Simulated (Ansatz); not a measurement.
# Zn2SnN2: the cost of one run

Method: DFT PBE, scalar-relativistic, plane waves, PAW, in Ansatz 0.2.0.

## 1. Starting point

It takes space group I4/mmm (No. 139, tetragonal). Conventional cell: a = 3.790 Å, b = 3.790 Å, c = 10.129 Å, α = 90.00°, β = 90.00°, γ = 90.00°. Zn (site symmetry -4m2) has 4 N at 2.28 Å as nearest neighbours. Sn (site symmetry 4/mmm) has 8 N at 2.96 Å and 8 Zn at 3.16 Å as nearest neighbours. N (site symmetry 4mm) has 4 Zn at 2.28 Å and 4 Sn at 2.96 Å as nearest neighbours.

Structure file:

```
Zn Sn N
1.0
    -1.89513    1.89513    5.06426
     1.89513   -1.89513    5.06426
     1.89513    1.89513   -5.06426
Zn Sn N
2 1 2
Direct
  0.75000 0.25000 0.50000
  0.25000 0.75000 0.50000
  0.00000 0.00000 0.00000
  0.37500 0.37500 0.00000
  0.62500 0.62500 0.00000
```

A structure generator made this guess: species swapped into a database cell of HoFe2B2 (I4/mmm, No. 139), with Sn on the Ho sites, Zn on the Fe sites and N on the B sites. Lengths come from tabulated atomic sizes and are only a guess.

## 2. Probe: one point on a coarse mesh

input.yaml reads:

```yaml
crystal:
  lattice:
    - [-1.89513369, 1.89513369, 5.06425733]
    - [1.89513369, -1.89513369, 5.06425733]
    - [1.89513369, 1.89513369, -5.06425733]
  atoms:
    - { symbol: Zn, position: [0.75, 0.25, 0.5] }
    - { symbol: Zn, position: [0.25, 0.75, 0.5] }
    - { symbol: Sn, position: [0.0, 0.0, 0.0] }
    - { symbol: "N", position: [0.375, 0.375, 0.0] }
    - { symbol: "N", position: [0.625, 0.625, 0.0] }
basis:
  ecutwfc: 420
kpoints:
  mp_grid: { grid: [6, 6, 6] }
hamiltonian:
  xc: pbe
scf:
  occupations: { method: gaussian, width: 0.1 }
  lower_state_search: "off"
output:
  forces: true
  stress: true
  eigenvalues: true
```

Started as:

```bash
$ ansatz run input.yaml --threads 1 --pin off --max-ram 2560MiB --backend cpu --events-out ev --progress --plain --runs-dir out
```

**Question.** How long does this run take on 1 thread of Intel Xeon Platinum 8259CL at 2.50GHz (Skylake/Cascade Lake), shared host, and how much memory does it need?

About 4.2 s, with a peak of 0.43 GiB.
